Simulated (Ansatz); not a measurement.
# A sublattice moved along a line in HfC

These are results of Ansatz 0.2.0, DFT PBE, scalar-relativistic, plane waves, PAW, not measurements. Settings: plane waves to 420 eV, k-mesh 18×18×18 (Γ-centred), Gaussian smearing 0.15 eV. Spin–orbit coupling is left out, which can shift energies with elements as heavy as these. No spin polarisation. Energies are free energies at this smearing, counted from the undisturbed cell; pressure is positive in compression.

Zero of the scan (as given, not relaxed at this level; it stands at 0.2 GPa):

```
Hf C
1.0
     0.00000    2.32500    2.32500
     2.32500    0.00000    2.32500
     2.32500    2.32500    0.00000
Hf C
1 1
Direct
  0.50000 0.50000 0.50000
  0.00000 0.00000 0.00000
```

Every C atom is moved by x along the Cartesian unit vector (0.000, 0.000, 1.000); the cell and all other atoms stay fixed. The cell is metallic on the mesh throughout.

| x (Å) | ΔE (meV/cell) | force along x on the moved atoms (eV/Å) | pressure (GPa) |
| --- | --- | --- | --- |
| -0.3000 | 399.3 | 3.22 | 9.0 |
| -0.1500 | 85.3 | 1.17 | 2.2 |
| 0.0000 | 0.0 | 0.00 | 0.2 |
| 0.0375 | 5.4 | -0.29 | 0.3 |
| 0.0750 | 21.5 | -0.57 | 0.7 |
| 0.1125 | 47.9 | -0.84 | 1.3 |
| 0.1875 | 136.3 | ? | ? |
| 0.2250 | 203.8 | -2.04 | 5.0 |
| 0.2625 | 290.5 | ? | ? |

By symmetry 0.3000 repeats -0.3000, -0.2250 repeats 0.2250, 0.1500 repeats -0.1500, -0.0750 repeats 0.0750 in energy, with the opposite slope along the path.

(1) Give the withheld values.

Results:

(1) force along x on the moved atoms (eV/Å) at x (Å) = 0.1875: -1.57; pressure (GPa) at x (Å) = 0.1875: 3.4; force along x on the moved atoms (eV/Å) at x (Å) = 0.2625: -2.59; pressure (GPa) at x (Å) = 0.2625: 6.8.